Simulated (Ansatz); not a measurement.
Generalised stacking fault in ZnS

Method: DFT PBE, scalar-relativistic, plane waves, PAW in Ansatz. The runs took a 420 eV cutoff, a Γ-centred 8×8×3 mesh and Gaussian smearing (0.05 eV). No spin polarisation. Energies are free energies at this smearing, counted from the undisturbed cell; pressure is positive in compression.

Reference structure (as given, not relaxed at this level; it stands at 2.3 GPa):

```
CELL_PARAMETERS angstrom
-3.81100 0.00000 0.00000
-1.90550 -3.30042 0.00000
0.00000 0.00000 12.46800
ATOMIC_POSITIONS crystal
Zn 0.33333 0.33333 0.65375
Zn 0.33333 0.33333 0.15375
Zn 0.66667 0.66667 0.90375
Zn 0.66667 0.66667 0.40375
S 0.33333 0.33333 0.84625
S 0.33333 0.33333 0.34625
S 0.66667 0.66667 0.09625
S 0.66667 0.66667 0.59625
```

The cut lies on the cell's a–b face, a (0 0 1) plane (indices in the standard cell, whose axes needn't be the Cartesian ones shown) of area 12.58 Å², between layers 2.40 Å apart. Vector c is tilted by f times 1·a + 1·b (length 6.601 Å) with the atoms' Cartesian places fixed: one unrelaxed fault a cell.

```
     f  γ (mJ/m²)
0.0000          0
0.0833        117
0.1667        426
0.2500        737
0.3333        837
0.4167        818
0.5000        897
0.5833       1112
0.6667       1262
0.7500       1041
0.8333        538
0.9167        132
```